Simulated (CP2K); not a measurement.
**BN under changes of volume**

One of the cells (8.967 Å³/atom); the others are scaled copies at fixed shape and fractional positions:

```
CELL_PARAMETERS angstrom
2.49824 0.00000 0.00000
-1.24912 2.16354 0.00000
0.00000 0.00000 6.63570
ATOMIC_POSITIONS crystal
N 0.66667 0.33333 0.25000
N 0.33333 0.66667 0.75000
B 0.66667 0.33333 0.75000
B 0.33333 0.66667 0.25000
```

```yaml
Program: CP2K 2026.2
Functional: PBEsol
Potentials_or_basis: POTENTIAL_UZH N GTH-PBE-q5, B GTH-PBE-q3; TZVP-MOLOPT-PBE-GTH basis
Density_cutoff: 6123 eV
k_mesh: 12 × 12 × 4
Occupations: fermi-dirac, width 0.05 eV
Spin: no spin polarisation
```

```csv
volume (Å³/atom),energy over the lowest point (meV/atom),pressure (GPa),gap on the mesh (eV)
8.429,44.01,21.5,4.22
8.608,23.51,15.2,4.21
8.787,9.75,9.5,4.19
8.967,2.16,4.2,4.17
9.146,0.00,-0.6,4.15
9.325,3.20,-5.0,4.12
9.505,?,?,?
```

**Question.** What does the run at 9.505 Å³/atom give?

**Answer.** Energy over the lowest point 11.11 meV/atom; pressure -9.1 GPa; gap on the mesh 4.10 eV.

Worked out: A Birch-Murnaghan fit of order 3 (a polynomial in V^(-2/3)) to the other rows has its minimum at 9.12 Å³/atom with B0 = V·E''(V) = 236 GPa and B' = 3.5 at fixed shape and positions, which overstates the stiffness. It gives 11.03 meV/atom at 9.505 Å³/atom, against the run's 11.11, and -dE/dV = -9.0 GPa, against -9.1. A straight line through the other rows of the gap, of slope -0.988 eV per unit of ln V, extrapolates to 4.11 eV, against the run's 4.10.

Energies are extrapolated to zero smearing.

Caveats: the potentials were made for another functional, which shifts forces and pressure; this functional lacks dispersion, which binds the layers, so the pressure and a relaxed spacing across them are unreliable; the basis of atomic orbitals isn't converged, which shifts pressures, moduli and gaps.

A mesh can miss the band edges.
